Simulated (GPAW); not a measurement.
Runs of GPAW 26.7.0 on PtS2. It takes space group P-3m1 (No. 164, trigonal). Conventional cell: a = 3.543 Å, b = 3.543 Å, c = 5.039 Å, α = 90.00°, β = 90.00°, γ = 120.00°. Pt (site symmetry -3m) has 6 S at 2.34 Å as nearest neighbours. S (site symmetry 3m) is surrounded by 3 Pt at 2.34 Å. 

| task | level | potentials or basis | U | cell | k mesh | cutoff (eV) | smearing | optimizer | fmax | max steps | convergence | response ecut | gap on the mesh (eV) | pressure (GPa) | relaxed volume (Å³/atom) | largest force (eV/Å) |
| --- | --- | --- | --- | --- | --- | --- | --- | --- | --- | --- | --- | --- | --- | --- | --- | --- |
| relaxation of cell and atoms | PBEsol+D3 | PAW data sets generated in the run's folder for this functional, pw | - | relaxed | 6 × 6 × 4 | 600 | fermi-dirac 0.05 eV | BFGS | 0.02 eV/Å | 60 | density=1e-05 forces=0.0001 | - | none | 0.0 | 16.16 | - |
| optical spectrum | PBE+U | GPAW PAW data sets (gpaw-data 1.2.1), pw | Pt d U = 6.0 eV | as given | 7 × 7 × 4 | 400 | fermi-dirac 0.001 eV | - | - | - | - | 50 eV | (c) | - | - | - |
| optical spectrum | PBE+U | GPAW PAW data sets (gpaw-data 1.2.1), pw | Pt d U = 2.0 eV | as given | 7 × 7 × 4 | 400 | fermi-dirac 0.001 eV | - | - | - | - | 50 eV | (d) | - | - | - |
| optical spectrum | PBE | GPAW PAW data sets (gpaw-data 1.2.1), pw | - | as given | 7 × 7 × 4 | 400 | fermi-dirac 0.001 eV | - | - | - | - | 50 eV | (b) | - | - | - |
| relaxation of cell and atoms | PBEsol | PAW data sets generated in the run's folder for this functional, pw | - | relaxed | 6 × 6 × 4 | 600 | fermi-dirac 0.05 eV | BFGS | 0.02 eV/Å | 60 | density=1e-05 forces=0.0001 | - | 0.26 | 0.0 | 17.66 | 0.01 |
| band structure | LDA | the program's PAW data sets (release 1.2.1) made for this functional, pw | - | as given | 7 × 7 × 4 | 600 | fermi-dirac 0.05 eV | - | - | - | - | - | 0.70 | (a) | - | 0.76 |
| optical spectrum | PBE+U | GPAW PAW data sets (gpaw-data 1.2.1), pw | Pt d U = 4.0 eV | as given | 7 × 7 × 4 | 400 | fermi-dirac 0.001 eV | - | - | - | - | 50 eV | 0.73 | - | - | - |
| single point | TB-mBJ | GPAW PAW data sets for LDA (gpaw-data 1.2.1), pw | - | as given | 8 × 8 × 4 | 600 | fermi-dirac 0.05 eV | - | - | - | - | - | 1.29 | - | - | - |

Alike in all rows: no spin polarisation.

Q: Fill in the values left out.

A: (a) 3.1; (b) 0.81; (c) 0.68; (d) 0.77.

Caveats: spin-orbit coupling is left out, which moves the levels of the heavy elements (some runs); with so narrow a direct gap the onset needs a denser k mesh (some runs); the long-wavelength limit can be off by several per cent where d states take part (some runs); independent-particle spectra lack excitons (some runs); an odd mesh through Γ misses points on the zone boundary, where band edges often lie (some runs); response on these states lacks terms of the Hamiltonian (some runs); later steps reuse the first step's grids (some runs).

A k mesh can miss the band edges, and the runs leave out spin-orbit coupling on Pt.

A gap of «none» marks a metal or a gap under the smearing width.
